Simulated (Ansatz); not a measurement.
**Rhodium, A15 under PBE: relaxation and energy**

The plan for rhodium in the A15 structure: relax it, then solve it on a dense k-mesh. Spin polarisation is left out. The k-meshes are 6×6×6 for the relaxation; 7×7×7 for the dense run.

Computed with Ansatz 0.2.0 (DFT PBE, plane waves (420 eV) with PAW, scalar-relativistic, unless a step says otherwise).

### Step 1. The structure to begin with

It takes space group Pm-3n (No. 223, cubic). Conventional cell: a = 4.792 Å, b = 4.792 Å, c = 4.792 Å, α = 90.00°, β = 90.00°, γ = 90.00°. Rh (site symmetry m-3) is surrounded by 12 Rh at 2.68 Å. Rh (site symmetry -4m2) has 6 Rh at 2.40 to 2.68 Å as nearest neighbours.

As a file:

```xyz
8
Lattice="4.7916 0.0000 0.0000 0.0000 4.7916 0.0000 0.0000 0.0000 4.7916" Properties=species:S:1:pos:R:3 pbc="T T T"
Rh    0.0000    0.0000    0.0000
Rh    2.3958    2.3958    2.3958
Rh    1.1979    0.0000    2.3958
Rh    3.5937    0.0000    2.3958
Rh    2.3958    1.1979    0.0000
Rh    2.3958    3.5937    0.0000
Rh    0.0000    2.3958    1.1979
Rh    0.0000    2.3958    3.5937
```

### Step 2. Relaxing cell and atoms

input.yaml

```yaml
crystal:
  lattice:
    - [4.7916057449, 0.0, 0.0]
    - [0.0, 4.7916057449, 0.0]
    - [0.0, 0.0, 4.7916057449]
  atoms:
    - { symbol: Rh, position: [0.0, 0.0, 0.0] }
    - { symbol: Rh, position: [0.5, 0.5, 0.5] }
    - { symbol: Rh, position: [0.25, 0.0, 0.5] }
    - { symbol: Rh, position: [0.75, 0.0, 0.5] }
    - { symbol: Rh, position: [0.5, 0.25, 0.0] }
    - { symbol: Rh, position: [0.5, 0.75, 0.0] }
    - { symbol: Rh, position: [0.0, 0.5, 0.25] }
    - { symbol: Rh, position: [0.0, 0.5, 0.75] }
hamiltonian:
  xc: pbe
  pseudopotentials:
    kind: paw
    azcp:
      Rh: "pseudopotentials/Rh.paw.azcp"
basis:
  ecutwfc: 420
  fft_grid_basis: typed
kpoints:
  mp_grid: { grid: [6, 6, 6], shift: [0, 0, 0] }
magnetization:
  spin_polarized: false
scf:
  occupations: { method: fermi_dirac, width: 0.1 }
relax:
  max_steps: 60
  f_tol: 0.01
  cell: {}
```

After this run come: The energy on a finer k-mesh.

Before running it: what results should come out? Wanted: space group; conventional cell; volume; shortest distance; gap on the mesh; relative to fcc.

As calculated:

```
                      quantity                         value
space group (spins left aside)               Pm-3n (No. 223)
             conventional cell                   a = 4.886 Å
                        volume                14.578 Å³/atom
             shortest distance                       2.443 Å
               gap on the mesh  none (levels filled in part)
               relative to fcc                 +299 meV/atom
```

What this shows: From the guessed start the volume grew by 6.0 % in 6 steps. It lies 299 meV/atom above the element's usual form at the same level (fcc, from a run of its own), so it is far from stable. No gap shows: it is a metal or semimetal at this level. Relaxation kept the symmetry; phonons were not checked.
